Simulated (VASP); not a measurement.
Calculation: HSE06 screened hybrid, VASP's PBE PAW potentials (set 64) (plane waves; VASP 6.6.1).

A VASP calculation is set up with these files.

INCAR:
```
SYSTEM = AlSb
PREC = Accurate
ENCUT = 300
EDIFF = 1E-6
NELM = 100
ALGO = Normal
LREAL = .FALSE.
LASPH = .TRUE.
ISMEAR = 0
SIGMA = 0.01
GGA = PE
HFSCREEN = 0.2
AEXX = 0.25
LHFCALC = .TRUE.
PRECFOCK = Fast
ISYM = 3
LMAXMIX = 4
LWAVE = .FALSE.
LCHARG = .FALSE.
ISIF = 2
```

KPOINTS:
```
Regular mesh
0
G
 4 4 4
0 0 0
```

File POSCAR:
```
AlSb
3.092520
  0.0000000000   1.0000000000   1.0000000000
  1.0000000000   0.0000000000   1.0000000000
  1.0000000000   1.0000000000   0.0000000000
Al Sb
1 1
direct
  0.0010550000   0.0052840000  -0.0015870000
  0.7489450000   0.7447160000   0.7515870000
```

POTCAR, in this order: Al Sb (PBE.64 set). Program: vasp_std.

What VASP printed:

### OSZICAR
```
       N       E                     dE             d eps       ncg     rms          rms(c)
DAV:   1    -0.121934230243E+04   -0.12193E+04   -0.19813E+03   576   0.444E+02
DAV:   2    -0.123796693132E+04   -0.18625E+02   -0.18121E+02   864   0.708E+01
DAV:   3    -0.123830842704E+04   -0.34150E+00   -0.34148E+00   704   0.132E+01
DAV:   4    -0.123831248539E+04   -0.40583E-02   -0.40538E-02   888   0.167E+00
DAV:   5    -0.989180166550E+01    0.12284E+04   -0.40977E+00   576   0.139E+01    0.223E+01
DAV:   6    -0.976630731391E+01    0.12549E+00   -0.34363E-01   640   0.325E+00    0.157E+01
DAV:   7    -0.972735224070E+01    0.38955E-01   -0.65417E-02   640   0.137E+00    0.101E+01
DAV:   8    -0.971536080304E+01    0.11991E-01   -0.11584E-02   648   0.628E-01    0.629E+00
DAV:   9    -0.971158131731E+01    0.37795E-02   -0.27910E-03   624   0.327E-01    0.380E+00
DAV:  10    -0.971057615866E+01    0.10052E-02   -0.98133E-04   600   0.201E-01    0.226E+00
DAV:  11    -0.971040405329E+01    0.17211E-03   -0.36491E-04   640   0.127E-01    0.132E+00
DAV:  12    -0.971043300739E+01   -0.28954E-04   -0.13801E-04   624   0.802E-02    0.764E-01
DAV:  13    -0.971048835879E+01   -0.55351E-04   -0.56951E-05   648   0.525E-02    0.439E-01
DAV:  14    -0.971053111621E+01   -0.42757E-04   -0.25425E-05   616   0.355E-02    0.252E-01
DAV:  15    -0.971055816888E+01   -0.27053E-04   -0.11992E-05   656   0.245E-02    0.144E-01
DAV:  16    -0.971057385256E+01   -0.15684E-04   -0.58060E-06   616   0.171E-02    0.822E-02
DAV:  17    -0.971058253815E+01   -0.86856E-05   -0.28723E-06   648   0.120E-02    0.466E-02
DAV:  18    -0.971058721785E+01   -0.46797E-05   -0.14328E-06   616   0.852E-03    0.264E-02
DAV:  19    -0.971058969327E+01   -0.24754E-05   -0.72174E-07   640   0.606E-03    0.149E-02
DAV:  20    -0.971059098391E+01   -0.12906E-05   -0.36433E-07   568   0.434E-03    0.831E-03
DAV:  21    -0.971059165046E+01   -0.66655E-06   -0.18259E-07   360   0.311E-03
   1 F= -.97105917E+01 E0= -.97105917E+01  d E =-.108189E-11
```

### OUTCAR
```
------------------------ aborting loop because EDIFF is reached ----------------------------------------
  FORCE on cell =-STRESS in cart. coord.  units (eV):
  Direction    XX          YY          ZZ          XY          YZ          ZX
  --------------------------------------------------------------------------------------
  Total       -0.2426879     -0.2379028     -0.2521003     -0.2702136     -0.1590317      0.0387240
  in kB       -6.5734159     -6.4438078     -6.8283587     -7.3189744     -4.3075131      1.0488738
  external PRESSURE =      -6.6151941 kB  Pullay stress =       0.0000000 kB
  volume of cell :       59.15
      direct lattice vectors                 reciprocal lattice vectors
     0.000000000  3.092520000  3.092520000    -0.161680442  0.161680442  0.161680442
     3.092520000  0.000000000  3.092520000     0.161680442 -0.161680442  0.161680442
     3.092520000  3.092520000  0.000000000     0.161680442  0.161680442 -0.161680442
 POSITION                                       TOTAL-FORCE (eV/Angst)
 -----------------------------------------------------------------------------------
      3.10395      3.09087      0.01960        -0.191650      0.046189     -0.324925
      4.62735      4.64043      4.61918         0.191650     -0.046189      0.324925
 -----------------------------------------------------------------------------------
    total drift:                               -0.000011      0.000008     -0.000038
  FREE ENERGIE OF THE ION-ELECTRON SYSTEM (eV)
  ---------------------------------------------------
  free  energy   TOTEN  =        -9.7105916505 eV

  energy  without entropy=       -9.7105916505  energy(sigma->0) =       -9.71059165

  exchange ACFDT corr.  =         0.00000000  see jH, gK, PRB 81, 115126
```
(Selected blocks of OUTCAR.)

The structure comes from a computed database's AlSb entry; how it stands against other phases isn't given here. The cell was not relaxed at this level, atoms are displaced from their ideal sites. The k-mesh is coarse (spacing up to 0.44 per Å, 2π included), so the numbers may not be converged in it.
